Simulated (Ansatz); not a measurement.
# Sb (Pm-3m) in Ansatz: a series of runs

Aim: see how the results for Sb move with the level of theory and the settings. Levels: LDA, PBEsol, RPBE. Tasks: relaxation of cell and atoms.

All numbers are computed with Ansatz 0.2.0; they aren't measurements. Logs are shortened: lines on timing, memory, paths and dates and some standing lists are left out, and cuts for length are marked.

### Step 1. The crystal as given

The structure is cubic, space group Pm-3m (No. 221). Conventional cell: a = 3.160 Å, b = 3.160 Å, c = 3.160 Å, α = 90.00°, β = 90.00°, γ = 90.00°. Sb (site symmetry m-3m) is surrounded by 6 Sb at 3.16 Å.

This isn't the form of Sb at room conditions, which is rhombohedral.

### Step 2. Relaxation of cell and atoms, LDA

The input, input.yaml:

```yaml
crystal:
  lattice:
    - [3.16, 0.0, 0.0]
    - [0.0, 3.16, 0.0]
    - [0.0, 0.0, 3.16]
  atoms:
    - { symbol: Sb, position: [0.0, 0.0, 0.0] }
hamiltonian:
  xc: lda
  pseudopotentials: { kind: paw }
kpoints:
  mp_grid: { grid: [8, 8, 8] }
scf:
  occupations: { method: fermi_dirac, width: 0.05 }
output:
  forces: true
  stress: true
  eigenvalues: true
relax:
  f_tol: 0.01
  max_steps: 40
  cell: { stress_tol: 0.05 }
```

Potentials or basis: Ansatz PAW.

The run is started by

```sh
> ansatz run input.yaml --threads 2 --pin off --max-ram 5632MiB --backend cpu --events-out ev --progress --plain --runs-dir out
```

What it wrote:

```text
Warning: RAYON_NUM_THREADS=2 ignored (pool sized by the plan → 2); use --threads N
Engine: ansatz 0.2.0, aarch64-unknown-linux-gnu
Pseudopotentials: kind: paw
Pseudopotential: Sb, paw, valence charge 15, recommended cutoff 420 eV (normal), Sb.paw.azcp
Functional definition: SPW92
  exchange = slater_x
  correlation = pw_c
Crystal: 1 atoms, lattice volume = 31.554 Å³
Basis set: ecut = 420 eV, 619 PW (Γ)
Bands: 12, of which v1, the nominal top of the filled ones, is band 8 counted from 1 (7 counted from 0)
Symmetry: 48 space group operations
Space group: Pm-3m (ITA 221), of the structure as read, at distance tolerance 3.2e-5 Å
k-points: 35 of 512
Non-local potential: Sb, projectors of the file, l = 0: 2, l = 1: 2, l = 2: 2, l = 3: 2
PAW form: soft (Blöchl's): semilocal exchange-correlation on the pseudo side does not see the compensation charge
PAW frozen core: Sb, regenerated for the run's functional, and the local potential with it (the file was generated under x = pbe(κ = 0.804, μ = 0.2195149727645171), c = pbe(β = 0.06672455060314922))
PAW one-centre angular grid: Sb, 590 points (default); XC on 64 Gauss nodes
Initial density: superposition of atomic densities (neutral atoms: chi_scale 0, normalization atom), corrected by the library's trained network
Initial wavefunctions: pseudopotential atomic-orbital guess
Functional: x = slater, c = lda
SCF iter   1: F=—  HF=-6335.717246 eV  |F-HF|=—  |Δ(HF+E_count)|=         —  Δρ=6.04e-3  dr2=4.34e-3  ethr=1.77e-3  ⟨swp⟩=5.9  Hψ=2507  notcnv=0
preconditioner: auto → none  [insulator: Δε(μ)=0.195 eV  Ē_g=11.901 eV  σ=0.050 eV  W_gap=0.52  n_scr=6 (ndim 8)  ℏωp=14.8 eV  f_vac=0.004  D(μ)=0.99/eV (n_scr^D=6)  ε∞_Penn≈2.5]
SCF iter   2: F=—  HF=-6335.714487 eV  |F-HF|=—  |Δ(HF+E_count)|=   2.76e-3  Δρ=2.51e-3  dr2=7.59e-4  ethr=2.89e-5  ⟨swp⟩=2.1  Hψ=831  notcnv=0  defer=1
SCF iter   3: F=—  HF=-6335.714250 eV  |F-HF|=—  |Δ(HF+E_count)|=   2.37e-4  Δρ=1.34e-4  dr2=5.08e-6  ethr=5.06e-6  ⟨swp⟩=2.0  Hψ=605  notcnv=0  defer=1
SCF iter   4: F=—  HF=-6335.714248 eV  |F-HF|=—  |Δ(HF+E_count)|=   2.19e-6  Δρ=7.03e-5  dr2=1.08e-6  ethr=3.38e-8  ⟨swp⟩=2.0  Hψ=672  notcnv=0  defer=1
iter 5 did not close the SCF: its close was put off for the readings that it lacked (scf_convergence_deferred on its scf_iter line)
SCF iter   5: F=-6335.714247 eV  HF=-6335.714247 eV  |F-HF|=9.26e-8  |Δ(HF+E_count)|=   6.39e-7  Δρ=1.69e-5  dr2=8.94e-8  ethr=7.19e-9  ⟨swp⟩=2.0  Hψ=672  notcnv=0  defer=1
SCF iter   6: F=-6335.714247 eV  HF=-6335.714247 eV  |F-HF|=1.17e-8  |Δ(HF+E_count)|=   4.50e-8  Δρ=6.10e-6  dr2=1.09e-8  ethr=5.96e-10  ⟨swp⟩=4.2  Hψ=2014  notcnv=0
SCF 1 converged in 6 iterations: F = -6335.714247 eV  dr2 = 1.09e-8
relax step   1: F+E_penalty+E_count = -6335.71424738 eV  Δ(F+E_penalty+E_count) = +0.000e0 eV  max|allowed force component| = 0.000e0 eV/Å  Δτ_max = 0.0000 Å  P = -5.716 GPa  Ω = 31.554 Å³  (6 SCF iters, dr2 threshold 1.00e-7 eV, accepted)
Crystal: 1 atoms, lattice volume = 27.161 Å³
Basis set: ecut = 420 eV, 515 PW (Γ)
Initial density: handed on by an earlier stage of this run
Initial wavefunctions: those handed on with the density
iter 1 solved again at ethr=2.57e-5 eV; its pass at ethr=3.10e-3 eV (dr2=3.86e-3 eV) is discarded
SCF iter   1: F=—  HF=-6335.769030 eV  |F-HF|=—  |Δ(HF+E_count)|=         —  Δρ=3.39e-3  dr2=3.81e-3  ethr=2.57e-5  ⟨swp⟩=1.9  Hψ=3786  notcnv=0
preconditioner: auto → none  [insulator: Δε(μ)=0.272 eV  Ē_g=12.787 eV  σ=0.050 eV  W_gap=0.57  n_scr=6 (ndim 8)  ℏωp=15.9 eV  f_vac=0.000  D(μ)=1.06/eV (n_scr^D=6)  ε∞_Penn≈2.6]
SCF iter   2: F=—  HF=-6335.768391 eV  |F-HF|=—  |Δ(HF+E_count)|=   6.39e-4  Δρ=1.55e-3  dr2=7.17e-4  ethr=2.54e-5  ⟨swp⟩=1.0  Hψ=420  notcnv=0
SCF iter   3: F=—  HF=-6335.768305 eV  |F-HF|=—  |Δ(HF+E_count)|=   8.60e-5  Δρ=1.72e-4  dr2=2.94e-6  ethr=4.78e-6  ⟨swp⟩=1.0  Hψ=421  notcnv=0
SCF iter   4: F=—  HF=-6335.768310 eV  |F-HF|=—  |Δ(HF+E_count)|=   4.87e-6  Δρ=3.80e-5  dr2=3.22e-7  ethr=6.67e-10  ⟨swp⟩=7.4  Hψ=2300  notcnv=0
SCF iter   5: F=-6335.768310 eV  HF=-6335.768310 eV  |F-HF|=5.15e-10  |Δ(HF+E_count)|=   9.58e-8  Δρ=1.95e-6  dr2=9.69e-10  ethr=6.67e-10  ⟨swp⟩=5.8  Hψ=1887  notcnv=0
SCF 2 converged in 5 iterations: F = -6335.768310 eV  dr2 = 9.69e-10
relax step   2: F+E_penalty+E_count = -6335.76830999 eV  Δ(F+E_penalty+E_count) = -5.406e-2 eV  max|allowed force component| = 0.000e0 eV/Å  Δτ_max = 0.0000 Å  P = +3.085 GPa  Ω = 27.161 Å³  energy of the carried Pulay correction = +9.692e-4 eV  (5 SCF iters, dr2 threshold 1.00e-7 eV, accepted)
Crystal: 1 atoms, lattice volume = 28.554 Å³
Basis set: ecut = 420 eV, 587 PW (Γ)
iter 1 solved again at ethr=3.44e-6 eV; its pass at ethr=3.10e-3 eV (dr2=5.15e-4 eV) is discarded
SCF iter   1: F=—  HF=-6335.778470 eV  |F-HF|=—  |Δ(HF+E_count)|=         —  Δρ=1.19e-3  dr2=4.97e-4  ethr=3.44e-6  ⟨swp⟩=2.0  Hψ=3770  notcnv=0
preconditioner: auto → none  [insulator: Δε(μ)=0.290 eV  Ē_g=12.466 eV  σ=0.050 eV  W_gap=0.55  n_scr=6 (ndim 8)  ℏωp=15.5 eV  f_vac=0.001  D(μ)=0.99/eV (n_scr^D=6)  ε∞_Penn≈2.6]
SCF iter   2: F=—  HF=-6335.778408 eV  |F-HF|=—  |Δ(HF+E_count)|=   6.18e-5  Δρ=5.60e-4  dr2=9.94e-5  ethr=3.31e-6  ⟨swp⟩=1.0  Hψ=420  notcnv=0
SCF iter   3: F=—  HF=-6335.778399 eV  |F-HF|=—  |Δ(HF+E_count)|=   9.13e-6  Δρ=5.34e-5  dr2=2.88e-7  ethr=6.63e-7  ⟨swp⟩=1.0  Hψ=421  notcnv=0
SCF iter   4: F=-6335.778399 eV  HF=-6335.778399 eV  |F-HF|=4.23e-8  |Δ(HF+E_count)|=   3.25e-7  Δρ=1.17e-5  dr2=4.45e-8  ethr=6.67e-10  ⟨swp⟩=6.3  Hψ=2127  notcnv=0
SCF 3 converged in 4 iterations: F = -6335.778399 eV  dr2 = 4.45e-8
relax step   3: F+E_penalty+E_count = -6335.77839941 eV  Δ(F+E_penalty+E_count) = -1.009e-2 eV  max|allowed force component| = 0.000e0 eV/Å  Δτ_max = 0.0000 Å  P = -0.545 GPa  Ω = 28.554 Å³  energy of the carried Pulay correction = +6.465e-4 eV  (4 SCF iters, dr2 threshold 1.00e-7 eV, accepted)
Crystal: 1 atoms, lattice volume = 28.336 Å³
iter 1 solved again at ethr=1.35e-7 eV; its pass at ethr=3.10e-3 eV (dr2=2.03e-5 eV) is discarded
SCF iter   1: F=—  HF=-6335.778848 eV  |F-HF|=—  |Δ(HF+E_count)|=         —  Δρ=1.80e-4  dr2=1.19e-5  ethr=1.35e-7  ⟨swp⟩=3.0  Hψ=3545  notcnv=0
preconditioner: auto → none  [insulator: Δε(μ)=0.287 eV  Ē_g=12.517 eV  σ=0.050 eV  W_gap=0.55  n_scr=6 (ndim 8)  ℏωp=15.6 eV  f_vac=0.000  D(μ)=1.00/eV (n_scr^D=6)  ε∞_Penn≈2.6]
SCF iter   2: F=—  HF=-6335.778846 eV  |F-HF|=—  |Δ(HF+E_count)|=   2.03e-6  Δρ=8.26e-5  dr2=2.25e-6  ethr=7.92e-8  ⟨swp⟩=1.0  Hψ=420  notcnv=0
SCF iter   3: F=-6335.778846 eV  HF=-6335.778846 eV  |F-HF|=3.71e-9  |Δ(HF+E_count)|=   2.74e-7  Δρ=1.11e-5  dr2=1.23e-8  ethr=6.67e-10  ⟨swp⟩=4.2  Hψ=1941  notcnv=0
SCF 4 converged in 3 iterations: F = -6335.778846 eV  dr2 = 1.23e-8
relax step   4: F+E_penalty+E_count = -6335.77884586 eV  Δ(F+E_penalty+E_count) = -4.464e-4 eV  max|allowed force component| = 0.000e0 eV/Å  Δτ_max = 0.0000 Å  P = -0.034 GPa  Ω = 28.336 Å³  energy of the carried Pulay correction = +6.960e-4 eV  (3 SCF iters, dr2 threshold 1.00e-7 eV, accepted)
Initial wavefunctions: pseudopotential atomic-orbital guess (no wavefunctions were taken with the density)
iter 1 solved again at ethr=2.92e-7 eV; its pass at ethr=3.10e-3 eV (dr2=4.37e-5 eV) is discarded
SCF iter   1: F=—  HF=-6335.778147 eV  |F-HF|=—  |Δ(HF+E_count)|=         —  Δρ=1.11e-4  dr2=4.58e-7  ethr=2.92e-7  ⟨swp⟩=2.9  Hψ=3582  notcnv=0
preconditioner: auto → none  [insulator: Δε(μ)=0.288 eV  Ē_g=12.516 eV  σ=0.050 eV  W_gap=0.55  n_scr=6 (ndim 8)  ℏωp=15.6 eV  f_vac=0.000  D(μ)=1.00/eV (n_scr^D=6)  ε∞_Penn≈2.6]
SCF iter   2: F=—  HF=-6335.778145 eV  |F-HF|=—  |Δ(HF+E_count)|=   1.29e-6  Δρ=5.36e-5  dr2=9.73e-8  ethr=3.05e-9  ⟨swp⟩=1.9  Hψ=553  notcnv=0
SCF iter   3: F=—  HF=-6335.778145 eV  |F-HF|=—  |Δ(HF+E_count)|=   6.83e-8  Δρ=2.19e-6  dr2=2.95e-10  ethr=6.48e-10  ⟨swp⟩=2.3  Hψ=585  notcnv=0
SCF iter   4: F=—  HF=-6335.778145 eV  |F-HF|=—  |Δ(HF+E_count)|=  1.93e-10  Δρ=6.26e-7  dr2=1.08e-10  ethr=1.00e-12  ⟨swp⟩=7.2  Hψ=2080  notcnv=0
SCF iter   5: F=-6335.778145 eV  HF=-6335.778145 eV  |F-HF|=7.28e-12  |Δ(HF+E_count)|=  7.37e-11  Δρ=1.52e-7  dr2=6.33e-12  ethr=1.00e-12  ⟨swp⟩=4.3  Hψ=1836  notcnv=0
SCF 5 converged in 5 iterations: F = -6335.778145 eV  dr2 = 6.33e-12
relax step   5: F+E_penalty+E_count = -6335.77814549 eV  Δ(F+E_penalty+E_count) = +7.004e-4 eV  max|allowed force component| = 0.000e0 eV/Å  Δτ_max = 0.0000 Å  P = -0.038 GPa  Ω = 28.336 Å³  stress off target by 3.81e-2 GPa  SCF on the basis re-selected at this cell (its energy is not comparable with the rows above)  (5 SCF iters)
basis re-selected at this cell: Δ(F+E_penalty+E_count) = +7.004e-4 eV, ΔP = -0.004 GPa vs the last step (what re-selecting the basis moved, of the pressure what is left beyond the Pulay correction that the steps carried, after the strain that the cell walked since its last selection, with what the two solves' SCF thresholds leave and, on support functions, any second-order correction that the steps lacked; it is no measure of the basis error at this ecutwfc). This SCF's stress stands 3.81e-2 GPa from its target on what of the cell is left free (relax.cell.stress_tol is 5.00e-2 GPa) and its largest allowed force component is 0.00e0 eV/Å (relax.f_tol is 1.00e-2 eV/Å): within both
SCF converged after 5 iterations
Free energy (F): -6335.778145 eV
Harris-Foulkes:  -6335.778145 eV  (|F-HF|=7.28e-12)
Internal energy: -6335.770826 eV  (E = F + TS)
E sigma→0 (E₀):  -6335.774486 eV
Entropy (-TS):   -0.007320 eV (-7.320 meV/atom)
Fermi energy:    10.381535 eV
--- Per-component energies (eV) ---
  E_band       = -159.975797
  E_kinetic    = 208.846444
  E_local      = -1535.930754  (includes V_loc(G=0)·N_el)
  E_nonlocal   = 366.287443
  E_hartree    = 696.820288
  E_xc         = -138.292992
  E_vxc        = -97.869509  (∫ρ·V_xc dr)
  E_paw        = -4426.425408  (= ΣΔE_a)
  E_vpaw       = -494.949865  (= ΣTr[D̂ρ^β])
  E_aug_tail   = -0.000002  (compensation charges beyond the density's cutoff)
  E_ewald      = -1507.634669
  E_core_change = 0.558824  (= ΣΔE_core)
  E_smearing   = -0.007320  (= −TS)
  E_closure    = -0.000000  (closes the sum)
  Σ components = -6335.778145   (vs F -6335.778145, Δ=0.00e0)
--- Forces (eV/Å), atoms counted from 1 ---
  atom   1  Sb     0.00000000     0.00000000     0.00000000
  max |Σ_I F_I| component: 4.93e-32 eV/Å
--- Stress (GPa, compression-positive) ---
       -0.038077       0.000000      -0.000000
        0.000000      -0.038077       0.000000
       -0.000000       0.000000      -0.038077
  P = ⅓ Tr σ = -0.0381 GPa (-0.381 kbar)
--- Band table (eV; the first three rows and the last of 35) ---
  k-point 0: bands = ["-18.6959", "-18.6959", "-18.4794", "-18.4794", "-18.4794", "-2.3822", "13.8056", "13.8056", "13.8056", "17.7601", "17.7601", "18.9330"]
  k-point 1: bands = ["-18.6947", "-18.6687", "-18.4875", "-18.4875", "-18.4788", "-2.1449", "11.5020", "14.0402", "14.0402", "17.9550", "18.6417", "20.9436"]
  k-point 2: bands = ["-18.6917", "-18.6027", "-18.5067", "-18.5067", "-18.4773", "-1.4543", "8.3449", "14.6862", "14.6862", "18.5353", "19.2890", "24.9741"]
  k-point 34: bands = ["-18.5939", "-18.5939", "-18.5939", "-18.3961", "-18.3961", "6.0340", "8.7395", "8.7395", "8.7395", "15.3539", "15.3539", "15.3539"]
--- Relaxed structure (4 steps of the walk, 4 accepted, 1 SCFs on fresh bases) ---
  F+E_penalty+E_count = -6335.77814549 eV   max|allowed force component| = 0.000e0 eV/Å   (the final SCF, on the basis selected at the relaxed cell)
  cell:  # Å, volume = 28.3360 Å³
    - [3.048688684443057, 8.345696425678023e-34, 0.0]
    - [2.8888949165808538e-33, 3.048688684443057, 0.0]
    - [1.0271626370065257e-33, 0.0, 3.048688684443057]
  atoms:
    - { symbol: Sb, position: [0.0, 0.0, 0.0] }
```

It took 2.2 s on 2 threads of Arm Neoverse V2, shared host; peak memory 0.27 GiB.

What came out:

* Free energy: -6335.7781 eV
* Relaxed volume: 28.34 Å³/atom
* Relaxed cell: a = 3.049 Å, b = 3.049 Å, c = 3.049 Å, α = 90.00°, β = 90.00°, γ = 90.00°
* Space group after relaxing (to 0.05 Å): Pm-3m (No. 221)
* Energy gained by relaxing: 63.9 meV/atom
* Ionic steps: 5
* Pressure after relaxing: 0.0 GPa
* Band gap on the k mesh: none (metal or under the smearing width)

The path:
```csv
step,energy change (eV),largest force (eV/Å),volume (Å³)
1,0.0000,0.0000,31.55
2,-0.0541,0.0000,27.16
3,-0.0642,0.0000,28.55
4,-0.0646,0.0000,28.34
5,-0.0639,0.0000,28.34
```

Final structure:
```
Sb
1.0
     3.04869    0.00000    0.00000
     0.00000    3.04869    0.00000
     0.00000    0.00000    3.04869
Sb
1
Direct
  0.00000 0.00000 0.00000
```

Caveat: the plane-wave basis is chosen anew once the cell has moved, so the energies of steps on either side of that aren't comparable; the volume moved by -10 % from the deposited cell, more than functionals usually miss; the PAW data sets come from PBE, with cores solved anew for the run's functional, which leaves a small shift of forces and pressure.

(Continued in part 2 of 2.)
